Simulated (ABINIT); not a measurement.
Wanted: the native input for an ABINIT 10.8.3 (patched build) run.

```yaml
Task: band structure
Functional: PBE
Potentials_or_basis: JTH PAW PBE v2.0
Cutoff: 517 eV
k_mesh: 10 × 10 × 8
Occupations: fermi-dirac, width 0.05 eV
Spin: no spin polarisation
Fine-grid_cutoff: 1034.03 eV
```

Crystal: HfB2.

```
Hf B
1.0
     3.14000    0.00000    0.00000
    -1.57000    2.71932    0.00000
     0.00000    0.00000    3.48000
Hf B
1 2
Direct
  0.00000 0.00000 0.00000
  0.66667 0.33333 0.50000
  0.33333 0.66667 0.50000
```

The input as run:

run.abi

```
ndtset 2

pp_dirpath "./"
pseudos "Hf.GGA_PBE-JTH.xml, B.GGA_PBE-JTH.xml"

acell 3*1.0
rprim
     5.9337400313     0.0000000000     0.0000000000
    -2.9668700157     5.1387696066     0.0000000000
     0.0000000000     0.0000000000     6.5762469137
ntypat 2
znucl 72 5
natom 3
typat 1 2 2
xred
     0.0000000000     0.0000000000     0.0000000000
     0.6666666667     0.3333333333     0.5000000000
     0.3333333333     0.6666666667     0.5000000000

ecut 517.016339 eV
pawecutdg 38.0
pawxcdev 0

ixc 11

occopt 3
tsmear 0.05 eV

nstep 100

iomode 3
prtwf 0
prteig 0
prtebands 0
enunit 1
prtden1 1
prtvha1 1
prtvclmb1 1
prtpot1 1

kptopt1 1
ngkpt1 10 10 8
nshiftk1 1
shiftk1 0.0 0.0 0.0
nband1 13
tolvrs1 1.0e-9

iscf2 -2
getden2 1
nband2 19
nbdbuf2 4
tolwfr2 1.0e-11
kptopt2 -7
ndivsm2 8
prteig2 1
kptbounds2
     0.0000000000     0.0000000000     0.0000000000
     0.5000000000     0.0000000000     0.0000000000
     0.3333333333     0.3333333333     0.0000000000
     0.0000000000     0.0000000000     0.0000000000
     0.0000000000     0.0000000000     0.5000000000
     0.5000000000     0.0000000000     0.5000000000
     0.3333333333     0.3333333333     0.5000000000
     0.0000000000     0.0000000000     0.5000000000
```

Potentials or basis: JTH PAW PBE v2.0.

Command:

```bash
$ abinit run.abi > log 2>&1
```

It gave:

The pressure is 1.2 GPa, the band gap on the k mesh is none (metal or under the smearing width) and the valence electrons inside the program's atomic spheres are Hf 9.70; B 1.86.

Caveat: spin-orbit coupling is left out, which moves the levels of the heavy elements.

Wall time 27 s on 1 thread of AMD EPYC 9R14 (Zen 4), on a shared host, peak memory 0.13 GiB.
